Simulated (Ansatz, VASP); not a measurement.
**Two plane-wave programs on Zr**

```
CELL_PARAMETERS angstrom
3.23279 0.00000 0.00000
-1.61639 2.79968 0.00000
0.00000 0.00000 25.33824
ATOMIC_POSITIONS crystal
Zr 0.33333 0.66667 0.29600
Zr 0.66667 0.33333 0.39800
Zr 0.33333 0.66667 0.50000
Zr 0.66667 0.33333 0.60200
Zr 0.33333 0.66667 0.70400
```

Alike in both runs: task single point; functional PBE; k mesh 12 × 12 × 1; occupations gaussian, width 0.1 eV; no spin polarisation.

|  | VASP | Ansatz |
| --- | --- | --- |
| version | VASP 6.6.1 | Ansatz 0.2.0 |
| potentials or method | VASP PAW PBE potentials, release 64 (Zr_sv) | scalar-relativistic, plane waves, PAW |
| plane-wave cutoff (eV) | 520 | 420 |
| valence electrons in the cell | 60 | 60 |

```csv
,VASP,Ansatz,Ansatz less VASP
gap on the k mesh at the Fermi level (eV),none,none,-
rms of the force components (eV/Å),0.317,0.317,-0.0005
```

Atom by atom the forces differ by 0.001 eV/Å (rms over components). A gap of «none» marks a metal or a gap that the smearing closes. Ansatz warned: «vacuum_density_over_bound».
